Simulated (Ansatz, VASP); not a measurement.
# One calculation of InSb3, two programs

The input INCAR:

```
SYSTEM = InSb3
PREC = Accurate ; ENCUT = 520
EDIFF = 1E-7 ; ISMEAR = 0
SIGMA = 0.1 ; LREAL = .False.
LASPH = .True. ; NELM = 100
ALGO = Normal ; ISIF = 2
LWAVE = .False. ; LCHARG = .True.
GGA = PE ; LELF = .True.
LVHAR = .True. ; NBANDS = 22
```

Contents of KPOINTS:

```
Automatic mesh
0
Gamma
  10 10 10
  0 0 0
```

The input POSCAR:

```
InSb3
1.0
    0.0000000000      3.8644489516      3.8644489516
    3.8644489516      0.0000000000      3.8644489516
    3.8644489516      3.8644489516      0.0000000000
In Sb
1 3
Direct
    0.0000000000      0.0000000000      0.0000000000
    0.2500000000      0.2500000000      0.2500000000
    0.7500000000      0.7500000000      0.7500000000
    0.5000000000      0.5000000000      0.5000000000
```

Input for Ansatz:

```yaml
crystal:
  lattice:
    - [0.0, 3.8644489516, 3.8644489516]
    - [3.8644489516, 0.0, 3.8644489516]
    - [3.8644489516, 3.8644489516, 0.0]
  atoms:
    - { symbol: In, position: [0.0, 0.0, 0.0] }
    - { symbol: Sb, position: [0.25, 0.25, 0.25] }
    - { symbol: Sb, position: [0.75, 0.75, 0.75] }
    - { symbol: Sb, position: [0.5, 0.5, 0.5] }
basis:
  ecutwfc: 420
kpoints:
  mp_grid: { grid: [10, 10, 10] }
hamiltonian:
  xc: pbe
scf:
  occupations: { method: gaussian, width: 0.1 }
output:
  forces: true
  stress: true
  eigenvalues: true
```

Alike in both runs: task single point; functional PBE; k mesh 10 × 10 × 10; occupations gaussian, width 0.1 eV; no spin polarisation.

|  | VASP | Ansatz |
| --- | --- | --- |
| version | VASP 6.6.1 | Ansatz 0.2.0 |
| potentials or method | VASP PAW PBE potentials, release 64 (In_d, Sb) | scalar-relativistic, plane waves, PAW |
| plane-wave cutoff (eV) | 520 | 420 |
| valence electrons in the cell | 28 | 58 |

Ansatz gave:

| Item | Value |
| --- | --- |
| gap on the k mesh at the Fermi level (eV) | none |
| pressure (GPa) | -2.6 |

Which values does VASP return?

gap on the k mesh at the Fermi level (eV): none; pressure (GPa): -2.7.

A gap of «none» marks a metal or a gap that the smearing closes. The two sets of potentials don't hold the same shells in valence.

The runs have no spin-orbit coupling, so splittings on Sb are missing.
